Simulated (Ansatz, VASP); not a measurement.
KCl: VASP beside Ansatz

```
K Cl
1.0
     0.00000    3.21922    3.15610
     3.21922    0.00000    3.15610
     3.21922    3.21922    0.00000
K Cl
1 1
Cartesian
  0.0000 0.0000 0.0000
  3.2192 3.2192 3.1561
```

Change from the starting cell: equal xx and yy strain of +2 %.

Alike in both runs: task single point; functional LDA; k mesh 7 × 7 × 7; occupations fermi-dirac, width 0.03 eV; no spin polarisation.

```csv
,VASP,Ansatz
version,VASP 6.6.1,Ansatz 0.2.0
potentials or method,"VASP PAW LDA potentials, release 64 (K_sv, Cl), cutoff 520 eV","all-electron LAPW, scalar-relativistic"
```

|  | VASP | Ansatz | Ansatz less VASP |
| --- | --- | --- | --- |
| gap on the k mesh at the Fermi level (eV) | 4.59 | 4.58 | -0.004 |
| pressure (GPa) | -2.5 | -2.5 | -0.03 |
| largest component of the traceless stress (GPa) | 0.29 | 0.28 | -0.010 |

Ansatz ran all-electron here, so the differences hold the error of VASP's frozen core and of both bases.

Caveats: an odd mesh through Γ misses points on the zone boundary, where band edges often lie.
